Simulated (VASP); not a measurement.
Set up this calculation in VASP 6.6.1, as the native input.

| Quantity | Value |
| --- | --- |
| Task | band structure |
| Functional | HF |
| Potentials or basis | VASP PAW PBE potentials, release 64 (C) |
| Cutoff | 520 eV |
| k mesh | 8 × 8 × 8 |
| Occupations | gaussian, width 0.02 eV |
| Spin | no spin polarisation |
| Grid for exact exchange (PRECFOCK) | Fast |
| Exchange at q = 0 | truncated |
| Further INCAR settings | ALGO = Normal; EDIFF = 1e-07; NBANDS = 11 |

Crystal: C.

```
C
1.0
     0.00000    1.78671    1.78671
     1.78671    0.00000    1.78671
     1.78671    1.78671    0.00000
C
2
Direct
  0.00000 0.00000 0.00000
  0.25000 0.25000 0.25000
```

This isn't the form of C at room conditions, which is graphite.

One way to write it, as run:

POSCAR

```
C                                       
1.0
    0.0000000000      1.7867095160      1.7867095160
    1.7867095160      0.0000000000      1.7867095160
    1.7867095160      1.7867095160      0.0000000000
  C             
     2
Direct
     0.0000000000000000    0.0000000000000000    0.0000000000000000
     0.2500000000000000    0.2500000000000000    0.2500000000000000
```

INCAR.step1

```
SYSTEM = C
  ALGO = Normal
  EDIFF = 1E-5
  ENCUT = 520
  GGA = PE
  ISIF = 2
  ISMEAR = 0
  KPAR = 4
  LASPH = .TRUE.
  LCHARG = .FALSE.
  LREAL = .FALSE.
  LWAVE = .TRUE.
  NBANDS = 11
  NELM = 60
  PREC = Accurate
  SIGMA = 0.02
```

INCAR.step2

```
SYSTEM = C
  AEXX = 1.0
  AGGAC = 0.0
  ALDAC = 0.0
  ALGO = Normal
  EDIFF = 1E-7
  ENCUT = 520
  GGA = PE
  HFRCUT = -1
  ISIF = 2
  ISMEAR = 0
  ISTART = 1
  KPAR = 4
  LASPH = .TRUE.
  LCHARG = .FALSE.
  LHFCALC = .TRUE.
  LREAL = .FALSE.
  LWAVE = .FALSE.
  NBANDS = 11
  NELM = 60
  PREC = Accurate
  PRECFOCK = Fast
  SIGMA = 0.02
```

KPOINTS

```
k-points
0
G
  8 8 8
  0 0 0
```

KPOINTS_OPT

```
path GXWKGLUWLK,UX
12
line-mode
reciprocal
 0.0000000000  0.0000000000  0.0000000000  G
 0.5000000000  0.0000000000  0.5000000000  X

 0.5000000000  0.0000000000  0.5000000000  X
 0.5000000000  0.2500000000  0.7500000000  W

 0.5000000000  0.2500000000  0.7500000000  W
 0.3750000000  0.3750000000  0.7500000000  K

 0.3750000000  0.3750000000  0.7500000000  K
 0.0000000000  0.0000000000  0.0000000000  G

 0.0000000000  0.0000000000  0.0000000000  G
 0.5000000000  0.5000000000  0.5000000000  L

 0.5000000000  0.5000000000  0.5000000000  L
 0.6250000000  0.2500000000  0.6250000000  U

 0.6250000000  0.2500000000  0.6250000000  U
 0.5000000000  0.2500000000  0.7500000000  W

 0.5000000000  0.2500000000  0.7500000000  W
 0.5000000000  0.5000000000  0.5000000000  L

 0.5000000000  0.5000000000  0.5000000000  L
 0.3750000000  0.3750000000  0.7500000000  K

 0.6250000000  0.2500000000  0.6250000000  U
 0.5000000000  0.0000000000  0.5000000000  X
```

Potentials or basis: VASP PAW PBE potentials, release 64 (C).

Run with:

```sh
$ cat potpaw_PBE.64/C/POTCAR > POTCAR
$ cp INCAR.step1 INCAR
$ mpirun -np 4 vasp_std > vasp.out
$ cp INCAR.step2 INCAR
$ mpirun -np 4 vasp_std > vasp.out
```

Results of the run:

```
Pressure                : -8.2 GPa
Band gap on the k mesh  : 12.54 eV, indirect (least direct gap 14.73 eV)
Band gap along the path : 12.54 eV, indirect (least direct gap 14.73 eV)
```

Caveat: the PAW data sets were made with another functional, which shifts forces and pressure a little.

Wall time 4.4 min on 4 MPI ranks on Intel(R) Xeon(R) Platinum 8488C (Sapphire Rapids) (shared host), peak memory 0.15 GiB a rank.
